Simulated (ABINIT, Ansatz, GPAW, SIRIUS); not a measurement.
# One calculation of Ta2N, 4 ways

```
Ta N
1.0
     3.11286    0.00000    0.00000
    -1.55643    2.69582    0.00000
     0.00000    0.00000    4.86984
Ta N
2 1
Direct
  0.32460 0.65342 0.25129
  0.69069 0.34223 0.74321
  0.99834 0.00588 0.00396
```

The cell comes from a database or a generator and needn't be the stable form of this composition.

Atoms were shifted at random by some hundredths of an Å from the given cell, which wasn't relaxed again for these runs.

Alike in all runs: task single point; functional PBEsol; k mesh 10 × 10 × 6; occupations fermi-dirac, width 0.05 eV; no spin polarisation; no spin-orbit coupling. Pressure is positive in compression and, in plane waves, holds the error of the finite cutoff.

| program and potentials | plane-wave cutoff (eV) | notes | band gap (eV) | pressure (GPa) | largest force (eV/Å) |
| --- | --- | --- | --- | --- | --- |
| Ansatz, all-electron LAPW, scalar-relativistic | - | - | no gap | -8.38 | 0.752 |
| GPAW, PAW data sets generated for this functional | 800 | - | no gap | -8.31 | 0.774 |
| ABINIT, PseudoDojo NC SR PBEsol v0.4.1 standard | 1143 | - | no gap | -8.49 | 0.747 |
| SIRIUS, PseudoDojo 0.4.1 PBEsol standard (scalar relativistic) | 1152 | - | no gap | -8.49 | 0.747 |

Force on atom 3 (N), eV/Å:

| program and potentials | x | y | z |
| --- | --- | --- | --- |
| Ansatz, all-electron LAPW, scalar-relativistic | 0.476 | -0.365 | -0.453 |
| GPAW, PAW data sets generated for this functional | 0.491 | -0.376 | -0.466 |
| ABINIT, PseudoDojo NC SR PBEsol v0.4.1 standard | 0.472 | -0.362 | -0.452 |
| SIRIUS, PseudoDojo 0.4.1 PBEsol standard (scalar relativistic) | 0.472 | -0.362 | -0.452 |

None finds a gap. The pressure spans -8.49 (SIRIUS, PseudoDojo 0.4.1 PBEsol standard (scalar relativistic)) to -8.31 GPa (GPAW, PAW data sets generated for this functional), with all-electron results at -8.38.

The functional is the same throughout but for its coding, so the spread measures potentials, basis and numerics; runs on potential files found faulty are left out.
